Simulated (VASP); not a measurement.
A run of VASP 6.6.1 is set up as follows.

INCAR

```
PREC = Accurate
ENCUT = 400
EDIFF = 1E-7
ISMEAR = 0
SIGMA = 0.01
LREAL = False
LASPH = True
NELM = 80
ALGO = Normal
ISIF = 2
LWAVE = False
LCHARG = False
GGA = PE
IVDW = 12
NBANDS = 17
IBRION = 5
NFREE = 2
POTIM = 0.015
NSW = 1
ISYM = 0
```

The input KPOINTS:

```
Automatic mesh
0
Gamma
  1 1 1
```

Contents of POSCAR:

```
H3C                                     
1.0
   13.0840340850      0.0000000000      0.0000000000
    0.0000000000     13.5840340850      0.0000000000
    0.0000000000      0.0000000000     14.0840340850
  C               H             
     2     6
Selective dynamics
Direct
0.5570134924999977  0.5127778825000036  0.5059189571000005  T T T
0.4426308669913304  0.4945297837347574  0.4940493742662621  T T T
0.5739209312434180  0.5510391182086894  0.5729630531916302  T T T
0.6004582580339786  0.4434257698885968  0.5062483197544960  T T T
0.5876875535384635  0.5583983893089022  0.4479938677832370  T T T
0.4121626382587333  0.4488865039124454  0.5520661094625117  T T T
0.4259463346976721  0.4562611605525146  0.4269380359640160  T T T
0.3993767820835074  0.5640020758475355  0.4937415854468255  T T T
```

Potentials or basis: VASP PAW PBE potentials, release 64 (C, H).

Launch:

```console
$ cat potpaw_PBE.64/C/POTCAR potpaw_PBE.64/H/POTCAR > POTCAR
$ mpirun -np 4 vasp_gam > vasp.out
```

(1) What does it give for the highest phonon frequency at Γ, LO-TO splitting left out?

(2) Predict the dispersion energy per atom.

(3) Predict the most unstable mode.

Answers

(1) 3046 cm⁻¹.

(2) -0.011 eV.

(3) 32i cm⁻¹.

Caveat: some modes are imaginary.
